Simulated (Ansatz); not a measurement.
## Structure search for Sb2Se5

Theory: DFT PBE, scalar-relativistic, plane waves, PAW in Ansatz. Settings: cutoff 420 eV, Γ-centred meshes spaced at most about 0.3 Å⁻¹, and about 0.25 Å⁻¹ or finer for metals (2π included), Gaussian smearing. No spin polarisation.

Energies over the elements count from the elements' standard structures at the same level, with no fitted energy shifts.

All energies are static (0 K, no zero-point motion). Only the structures computed here compete, so a lower one can exist. For metals, differences of a few meV/atom aren't resolved. No dispersion correction is applied, so the spacing and binding between layers, chains or molecules are poorly described (C2/m at 38.1 Å³/atom, P-3m1, R-3m at 26.1 Å³/atom, R-3m at 27.7 Å³/atom), and this can change margins and order among such cells. Spin–orbit coupling, which can matter for Sb, is left out. Kohn–Sham gaps at this level usually fall short of measured ones. The missing spin–orbit coupling can work the other way here. The reference form of Se is held partly by dispersion forces, which this level lacks.

Invented guesses were relaxed alike, and ends that match in structure were merged. ΔE counts from the first row. Coordination counts Se atoms around Sb (those within 1.25 times the shortest such distance or 1.15 times the sum of covalent radii). The ends were matched against large subsets of the Crystallography Open Database and the Materials Project, so a missing match doesn't prove that a structure is unreported.

```
#                         reached from  type and space group  atoms  Å³/atom  coordination  ΔE (meV/atom)  gap on mesh (eV)  in databases
1                   Al2Te5 type (C2/m)         C2/m (No. 12)      7     38.1          Sb 3              0              1.46      no match
2  a cell proposed by chemical analogy       P-3m1 (No. 164)      7     30.9          Sb 6             55              0.00      no match
3                     V2O5 type (C2/m)         C2/m (No. 12)      7     27.1          Sb 6             79              0.00      no match
4                     B5W2 type (R-3m)        R-3m (No. 166)      7     26.1          Sb 6             98              0.00      no match
5                   Cu5Ge2 type (R-3m)        R-3m (No. 166)      7     27.7          Sb 6            101              0.00      no match
```

The lowest: Space group C2/m (No. 12), monoclinic, a = 13.875 Å, b = 3.795 Å, c = 12.091 Å, β = 123.1°. Around Sb lie 3 Se at 2.63–2.64 Å; Se on a site of symmetry m is surrounded by 1 Sb at 2.64 Å and 2 Se at 2.69 Å; Se on a site of symmetry 2/m is surrounded by 4 Se at 2.69 Å; Se on a second site of symmetry m is surrounded by 2 Sb at 2.63 Å. Its energy over the elements is −0.138 eV/atom. A negative formation energy is needed for stability but isn't enough: competing phases decide. An observed structure of this formula, if there is one, may be missing.

```xyz
7
Lattice="6.9375 -1.8973 0.0000 6.9375 1.8973 0.0000 -6.6003 0.0000 10.1304" Properties=species:S:1:pos:R:3 pbc="T T T"
Sb   -2.8688    0.0000    8.0706
Sb   10.1436    0.0000    2.0598
Se   -1.5384    0.0000    5.7901
Se    8.8132    0.0000    4.3403
Se    3.6374    0.0000    5.0652
Se    1.8104    0.0000    0.8918
Se    5.4644    0.0000    9.2386
```

The second: Space group P-3m1 (No. 164), trigonal, a = 3.977 Å, c = 15.809 Å. Sb has 3 Se at 2.80 Å and 3 Se at 3.00 Å; around Se on a site of symmetry 3m lies 1 Se at 2.19 Å; Se on a second site of symmetry 3m has 3 Sb at 2.80 Å; Se on a site of symmetry -3m has 6 Sb at 3.00 Å. Counting Se atoms around Sb, the first has Sb 3 and the second has Sb 6. The second holds Se–Se pairs (shortest 2.19 Å); in the first the shortest Se–Se distance is 2.69 Å, near bonding range too. Cells relaxed within their symmetry can be saddle points. Some structure types and database cells were kept out of the candidates from the start, so a known form may be missing.

The only cell with a gap is also the lowest, and its bonding explains the gap. Three short Sb–Se bonds indicate Sb(III) with a lone pair, so the formula doesn't imply Sb(V). The Se with four Se neighbours at 2.69 Å, well beyond a single bond, suggests electron-rich three-centre bonding. Counting it as Se(II) and the other Se as selenide balances the charges.

The second cell reads as Sb2Se3-like layers with Se2 molecules between them. The 2.19 Å pair is close to the double bond of free Se2, whose half-filled π* level probably causes the zero gap. Spin polarisation could therefore lower this cell's energy and open a gap.

All the six-coordinate cells lie higher, which may reflect the lone pair's preference for threefold coordination or a bias towards open packing from the missing dispersion. The negative formation energy mainly shows that Sb–Se bonding is favourable; it doesn't show that Sb2Se5 would resist separating into the well-known Sb2Se3 and selenium.
